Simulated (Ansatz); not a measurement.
# CdS (Hawleyite): the PBE gap against the wavefunction cutoff

Aim: see how gap, energy and time of CdS (Hawleyite) follow the wavefunction cutoff.

Method: DFT, PBE, plane waves, PAW; PAW set soft_1, in Ansatz 0.2.0.

## (1) The structure

The structure is cubic, space group F-43m (No. 216). The conventional cell has a = 5.833 Å, b = 5.833 Å, c = 5.833 Å, α = 90.00°, β = 90.00°, γ = 90.00°. Nearest to Cd lie 4 S at 2.53 Å. S has 4 Cd at 2.53 Å nearest. Farther neighbours and most contacts between anions are not listed.

The cell and positions come from the Crystallography Open Database and are kept as given unless a step says otherwise.

## (2) Wavefunction cutoff: 190 eV

Input file input.yaml:

```yaml
crystal:
  lattice:
    - [0.0, 2.9165, 2.9165]
    - [2.9165, 0.0, 2.9165]
    - [2.9165, 2.9165, 0.0]
  atoms:
    - { symbol: Cd, position: [0.0, 0.0, 0.0] }
    - { symbol: S, position: [0.25, 0.25, 0.25] }
kpoints:
  mp_grid: { grid: [8, 8, 8] }
  band_path:
    path:
      - [0.0, 0.0, 0.0]
      - [-0.5, -0.5, 0.0]
      - [-0.375, -0.375, 0.25]
      - [-0.375, 0.0, 0.375]
      - [0.0, 0.0, 0.5]
      - [-0.5, -0.25, 0.25]
    npoints: 1
hamiltonian:
  xc: pbe
  pseudopotentials: { kind: paw, azcp: { folder: soft_1 } }
scf:
  occupations: { method: fermi_dirac, width: 0.02 }
  n_extra_bands: 4
  max_iter: 80
output:
  eigenvalues: true
  write_density: true
  write_potential: true
  elf: true
  volumetric_format: npy
basis:
  ecutwfc: 190.0
```

The run is started by

```
$ ansatz run input.yaml --threads 3 --pin off --max-ram 92160MiB --backend cuda --events-out ev --progress --plain --runs-dir out --devices 1 --max-vram 13GiB
```

Numbers of over 12 decimals in the logs are rounded to 6 here.

Output:

```text
Warning: basis.ecutwfc = 190 eV is below the records' recommended 420 eV, and the density's cutoff is lower with it unless basis.ecutrho_ratio is high enough to keep the records' density cutoff: compare with a run at a higher cutoff
scf.n_extra_bands = 4 over 13 filled bands (N_el = 26.0): the run solves 17 bands
GPUs: using 1 of 1 available (devices: 1).
Engine: ansatz 0.2.0, x86_64-unknown-linux-gnu
Pseudopotentials: kind: paw
Pseudopotential: Cd, paw, valence charge 20, recommended cutoff 420 eV (normal), soft_1/Cd.paw.azcp
Pseudopotential: S, paw, valence charge 6, recommended cutoff 420 eV (normal), soft_1/S.paw.azcp
Functional definition: PBE
  parameter kappa = 0.804
  parameter beta = 0.066725
  exchange = pbe_x(kappa = kappa, mu = beta*pi^2/3)
  correlation = pbe_c(beta = beta)
device memory: the entry about to start is reckoned to put 0.6 GiB on a device that reports 66.5 GiB free (of which the cap on the GPU budget leaves the run 13.0 GiB)
GPU FFT provider: cuFFT
GPU libraries: cuBLAS 13.8.2, cuFFT 12.4.0, cuSOLVER 12.3.4
Crystal: 2 atoms, lattice volume = 49.615 Å³
Basis set: ecut = 190 eV, 283 PW (Γ)
Bands: 17, of which v1, the nominal top of the filled ones, is band 13 counted from 1 (12 counted from 0)
Symmetry: 24 space group operations
Space group: F-43m (ITA 216), of the structure as read, at distance tolerance 3.7e-5 Å
k-points: 29 of 512 (time reversal used)
Non-local potential: Cd, projectors of the file, l = 0: 3, l = 1: 2, l = 2: 2, l = 3: 1
Non-local potential: S, projectors of the file, l = 0: 2, l = 1: 2, l = 2: 1
PAW form: soft (Blöchl's): semilocal exchange-correlation on the pseudo side does not see the compensation charge
PAW one-centre angular grid: Cd, 590 points (default); XC on 64 Gauss nodes
PAW one-centre angular grid: S, 110 points (default); XC on 64 Gauss nodes
Initial density: superposition of atomic densities (chi_scale 0.1, normalization cell, long waves kept (reshape's long-wave potential 0.00 eV rms))
Initial wavefunctions: pseudopotential atomic-orbital guess
GPU buffer pool allocated for 8000 grid points (all kernels)
GPU transforms: local potential and band sums: pruned to the plane-wave sphere, on 18×20×20
Functional: x = pbe(κ = 0.804, μ = 0.219515), c = pbe(β = 0.066725)
SCF iter   1: F=—  HF=-9146.551030 eV  |F-HF|=—  |Δ(HF+E_count)|=         —  Δρ=9.03e-2  dr2=1.93e0  ethr=3.10e-3  ⟨swp⟩=5.0  Hψ=2432  notcnv=0
preconditioner: auto → none  [insulator: Δε(μ)=1.401 eV  Ē_g=12.288 eV  σ=0.020 eV  W_gap=1.00  n_scr=14 (ndim 8)  ℏωp=22.4 eV  f_vac=0.065  D(μ)=0.00/eV (n_scr^D=0)  ε∞_Penn≈4.3]
SCF iter   2: F=—  HF=-9145.554353 eV  |F-HF|=—  |Δ(HF+E_count)|=   9.97e-1  Δρ=2.61e-2  dr2=2.17e-1  ethr=3.10e-3  ⟨swp⟩=2.0  Hψ=1218  notcnv=0
SCF iter   3: F=—  HF=-9145.498312 eV  |F-HF|=—  |Δ(HF+E_count)|=   5.60e-2  Δρ=1.24e-2  dr2=3.31e-2  ethr=8.33e-4  ⟨swp⟩=2.0  Hψ=861  notcnv=0
SCF iter   4: F=—  HF=-9145.494747 eV  |F-HF|=—  |Δ(HF+E_count)|=   3.57e-3  Δρ=2.46e-3  dr2=2.65e-3  ethr=1.27e-4  ⟨swp⟩=2.2  Hψ=898  notcnv=0
SCF iter   5: F=—  HF=-9145.494383 eV  |F-HF|=—  |Δ(HF+E_count)|=   3.64e-4  Δρ=5.60e-4  dr2=1.10e-4  ethr=1.02e-5  ⟨swp⟩=2.0  Hψ=846  notcnv=0
SCF iter   6: F=—  HF=-9145.494203 eV  |F-HF|=—  |Δ(HF+E_count)|=   1.80e-4  Δρ=5.17e-5  dr2=8.02e-7  ethr=4.21e-7  ⟨swp⟩=1.6  Hψ=637  notcnv=0
SCF iter   7: F=—  HF=-9145.494637 eV  |F-HF|=—  |Δ(HF+E_count)|=   4.34e-4  Δρ=4.53e-6  dr2=5.07e-9  ethr=3.85e-10  ⟨swp⟩=3.4  Hψ=1803  notcnv=0
SCF iter   8: F=-9145.494637 eV  HF=-9145.494637 eV  |F-HF|=8.37e-11  |Δ(HF+E_count)|=   1.69e-9  Δρ=4.94e-7  dr2=1.05e-10  ethr=1.95e-11  ⟨swp⟩=1.0  Hψ=1385  notcnv=0
SCF 1 converged in 8 iterations: F = -9145.494637 eV  dr2 = 1.05e-10
[...]
device memory: the entry about to start is reckoned to put 0.6 GiB on a device that reports 64.0 GiB free (of which the cap on the GPU budget leaves the run 13.0 GiB)
NSCF: frozen V_eff on 6 k-points
SCF converged after 8 iterations
Free energy (F): -9145.494637 eV
Harris-Foulkes:  -9145.494637 eV  (|F-HF|=8.37e-11)
Internal energy: -9145.494637 eV  (E = F + TS)
E sigma→0 (E₀):  -9145.494637 eV
Fermi energy:    7.537477 eV
--- Per-component energies (eV) ---
  E_band       = -543.058668
  E_kinetic    = 582.721681
  E_local      = -4000.060209  (includes V_loc(G=0)·N_el)
  E_nonlocal   = 129.906748
  E_hartree    = 1802.330902
  E_xc         = -251.794068
  E_vxc        = -287.070019  (∫ρ·V_xc dr)
  E_paw        = -4703.626843  (= ΣΔE_a)
  E_vpaw       = -573.227828  (= ΣTr[D̂ρ^β])
  E_aug_tail   = 0.008450  (compensation charges beyond the density's cutoff)
  E_ewald      = -2704.981299
  E_smearing   = -0.000000  (= −TS)
  E_closure    = -0.000000  (closes the sum)
  Σ components = -9145.494637   (vs F -9145.494637, Δ=0.00e0)
--- Band table (eV; the first three rows and the last of 29) ---
  k-point 0: bands = [... 9 lower, -1.4816, 6.8194, 6.8194, 6.8194, 8.2335, 13.7290, 13.7290, 13.7290]
  k-point 1: bands = [... 9 lower, -1.7148, 5.7913, 6.6686, 6.6686, 8.9785, 13.3507, 13.8891, 13.8891]
  k-point 2: bands = [... 9 lower, -1.5545, 4.3478, 6.4287, 6.4287, 9.7837, 13.2945, 14.1790, 14.1790]
  k-point 28: bands = [... 9 lower, -0.5501, 3.0565, 4.7175, 4.7193, 12.3561, 12.4169, 14.4725, 15.0563]
```

Elapsed: 7.7 s, on 1 × NVIDIA H100 80GB HBM3 (shared by 6 runs) with 3 threads of AMD EPYC 7R13 (Zen 3), shared host; peak memory 0.92 GiB; 3.2 s of CPU time.

Reading the cycles: dr2 is the Hartree energy of the density residual (eV), the measure of convergence; HF is the Harris–Foulkes estimate of the energy, which meets the free energy F at convergence.

Numbers from this step:

* gap: 1.414 eV
* valence top at: Γ
* conduction bottom at: Γ
* least direct gap: 1.414 eV

The gap is direct, at Γ.

## (3) Wavefunction cutoff: 290 eV

input.yaml: that of step 2 with these lines changed.

```diff
@@ -23,3 +23,3 @@
 scf:
-  occupations: { method: fermi_dirac, width: 0.02 }
+  occupations: { method: fixed }
   n_extra_bands: 4
@@ -28,7 +28,3 @@
   eigenvalues: true
-  write_density: true
-  write_potential: true
-  elf: true
-  volumetric_format: npy
 basis:
-  ecutwfc: 190.0
+  ecutwfc: 290.0
```

Output:

```text
[...]
GPUs: using 1 of 1 available (devices: 1).
[...]
GPU FFT provider: cuFFT
GPU libraries: cuBLAS 13.8.2, cuFFT 12.4.0, cuSOLVER 12.3.4
Crystal: 2 atoms, lattice volume = 49.615 Å³
Basis set: ecut = 290 eV, 537 PW (Γ)
Bands: 17, of which v1, the nominal top of the filled ones, is band 13 counted from 1 (12 counted from 0)
[... 1 set-up line as in the run before ...]
[...]
Fermi energy:    6.903788 eV
[...]
--- Band table (eV; the first three rows and the last of 29) ---
  k-point 0: bands = [... 9 lower, -0.3667, 6.9038, 6.9038, 6.9038, 8.0663, 13.4685, 13.4685, 13.4685]
  k-point 1: bands = [... 9 lower, -0.3701, 5.8850, 6.7820, 6.7820, 8.8973, 13.1958, 13.6630, 13.6630]
  k-point 2: bands = [... 9 lower, -0.3668, 4.4184, 6.5084, 6.5084, 9.6982, 13.1937, 13.9637, 13.9637]
  k-point 28: bands = [... 9 lower, 0.2647, 3.0150, 4.6472, 4.7220, 12.3406, 12.3411, 14.1496, 14.9554]
[key lines of the parts left out:]
SCF converged after 7 iterations
Free energy (F): -9157.743732 eV
```

Wall time 7.2 s (1 × NVIDIA H100 80GB HBM3 (shared by 6 runs) with 3 threads); peak memory 0.87 GiB.

Numbers from this step:

```yaml
gap: 1.163 eV
valence_top_at: Γ
conduction_bottom_at: Γ
least_direct_gap: 1.163 eV
```

The gap is 1.163 eV, −0.252 eV from the run before at this level.

## (4) Wavefunction cutoff: 420 eV (the default)

input.yaml, the sections that differ from step 3:

```yaml
kpoints:
  mp_grid: { grid: [8, 8, 8] }
  band_path:
    path:
      - [[0.0, 0.0, 0.0], [-0.5, -0.5, 0.0], [-0.375, -0.375, 0.25]]
      - [[-0.375, 0.0, 0.375], [0.0, 0.0, 0.0], [0.0, 0.0, 0.5], [-0.5, -0.25, 0.25], [-0.5, -0.5, 0.0]]
    npoints: 10
scf:
  occupations: { method: fermi_dirac, width: 0.02 }
  n_extra_bands: 4
output:
  eigenvalues: true
  write_density: true
  write_potential: true
  elf: true
  volumetric_format: npy
# crystal, hamiltonian: as in step 3
# basis: removed
```

Output:

```text
[...]
GPUs: using 1 of 1 available (devices: 1).
[...]
GPU FFT provider: cuFFT
GPU libraries: cuBLAS 13.8.2, cuFFT 12.4.0, cuSOLVER 12.3.4
Crystal: 2 atoms, lattice volume = 49.615 Å³
Basis set: ecut = 420 eV, 941 PW (Γ)
Bands: 17, of which v1, the nominal top of the filled ones, is band 13 counted from 1 (12 counted from 0)
[... 1 set-up line as in the run before ...]
[...]
Fermi energy:    7.493127 eV
[...]
--- Band table (eV; the first three rows and the last of 29) ---
  k-point 0: bands = [... 9 lower, -0.3312, 6.9098, 6.9098, 6.9098, 8.0542, 13.4376, 13.4376, 13.4376]
  k-point 1: bands = [... 9 lower, -0.3323, 5.8886, 6.7881, 6.7881, 8.8902, 13.1780, 13.6353, 13.6353]
  k-point 2: bands = [... 9 lower, -0.3269, 4.4208, 6.5137, 6.5137, 9.6890, 13.1826, 13.9401, 13.9401]
  k-point 28: bands = [... 9 lower, 0.2989, 3.0135, 4.6469, 4.7254, 12.3333, 12.3385, 14.1350, 14.9420]
[key lines of the parts left out:]
SCF converged after 7 iterations
Free energy (F): -9157.879110 eV
```

Wall time 9.6 s (1 × NVIDIA H100 80GB HBM3 (shared by 6 runs) with 3 threads); peak memory 0.9 GiB; 3 s of CPU time.

This step gave:

| Property | Result |
| --- | --- |
| gap | 1.144 eV |
| valence top at | Γ |
| conduction bottom at | Γ |
| least direct gap | 1.144 eV |

The gap is 1.144 eV, −0.018 eV from the run before at this level.

## (5) Wavefunction cutoff: 630 eV

input.yaml, the sections that differ from step 4:

```yaml
kpoints:
  mp_grid: { grid: [8, 8, 8] }
  band_path:
    path:
      - [0.0, 0.0, 0.0]
      - [-0.5, -0.5, 0.0]
      - [-0.375, -0.375, 0.25]
      - [-0.375, 0.0, 0.375]
      - [0.0, 0.0, 0.5]
      - [-0.5, -0.25, 0.25]
    npoints: 1
scf:
  occupations: { method: fixed }
  n_extra_bands: 4
  max_iter: 80
output:
  eigenvalues: true
basis:
  ecutwfc: 630.0
# crystal, hamiltonian: as in step 4
```

Output:

```text
[...]
GPUs: using 1 of 1 available (devices: 1).
[...]
GPU FFT provider: cuFFT
GPU libraries: cuBLAS 13.8.2, cuFFT 12.4.0, cuSOLVER 12.3.4
Crystal: 2 atoms, lattice volume = 49.615 Å³
Basis set: ecut = 630 eV, 1807 PW (Γ)
Bands: 17, of which v1, the nominal top of the filled ones, is band 13 counted from 1 (12 counted from 0)
[... 1 set-up line as in the run before ...]
[...]
Fermi energy:    6.909156 eV
[...]
--- Band table (eV; the first three rows and the last of 29) ---
  k-point 0: bands = [... 9 lower, -0.3330, 6.9092, 6.9092, 6.9092, 8.0543, 13.4368, 13.4368, 13.4368]
  k-point 1: bands = [... 9 lower, -0.3340, 5.8881, 6.7875, 6.7875, 8.8901, 13.1774, 13.6345, 13.6345]
  k-point 2: bands = [... 9 lower, -0.3287, 4.4204, 6.5131, 6.5131, 9.6889, 13.1821, 13.9393, 13.9393]
  k-point 28: bands = [... 9 lower, 0.2971, 3.0136, 4.6468, 4.7250, 12.3331, 12.3378, 14.1345, 14.9407]
[key lines of the parts left out:]
SCF converged after 7 iterations
Free energy (F): -9157.881137 eV
```

It took 9.2 s on 1 × NVIDIA H100 80GB HBM3 (shared by 6 runs) with 3 threads; peak memory 0.88 GiB.

This step gave:

| Quantity | Value |
| --- | --- |
| gap | 1.145 eV |
| valence top at | Γ |
| conduction bottom at | Γ |
| least direct gap | 1.145 eV |

The gap is 1.145 eV, +0.001 eV from the run before at this level.

## (6) The series

Differences are against the last row; a negative gap means that bands overlap, and a run with a band path holds that path's time. Times are wall times on 1 × NVIDIA H100 80GB HBM3 (shared by 6 runs) with 3 threads of AMD EPYC 7R13 (Zen 3), shared host, good to a factor of about two.

```csv
wavefunction cutoff,gap (eV),direct gap (eV),gap error (eV),energy error (meV/atom),irreducible k,time
190 eV,1.414,1.414,+0.269,+6193.2,29,7.7 s
290 eV,1.163,1.163,+0.017,+68.7,29,7.2 s
420 eV,1.144,1.144,−0.001,+1.0,29,9.6 s
630 eV,1.145,1.145,+0.000,+0.0,29,9.2 s
```

## (7) What came out

| Property | Result |
| --- | --- |
| 190 eV | 1.414 eV |
| 290 eV | 1.163 eV |
| 420 eV | 1.144 eV |
| 630 eV | 1.145 eV |

In words: The gap holds to 0.02 eV from 290 eV on. At 190 eV the gap is off by +0.269 eV and the energy by +6193 meV/atom.

[Paths, hosts, dates, memory and timing lines, banners, echoed tables and standing remarks are left out of the program output.]

[Logs are printed without paths, hosts, clocks, repeated set-up lines and the standing remarks that a program may print on its own settings, such as how far it seeks lower states.]

[Runs of the session that timed out or met a known fault of the program may be left out.]

[Cells called generated may have been cut or substituted from an entry of the Crystallography Open Database or the Materials Project.]

[Hosts, paths, dates, database ids (printed as entryN), source tags and the programs' standing remarks are cut or masked in the printed files.]
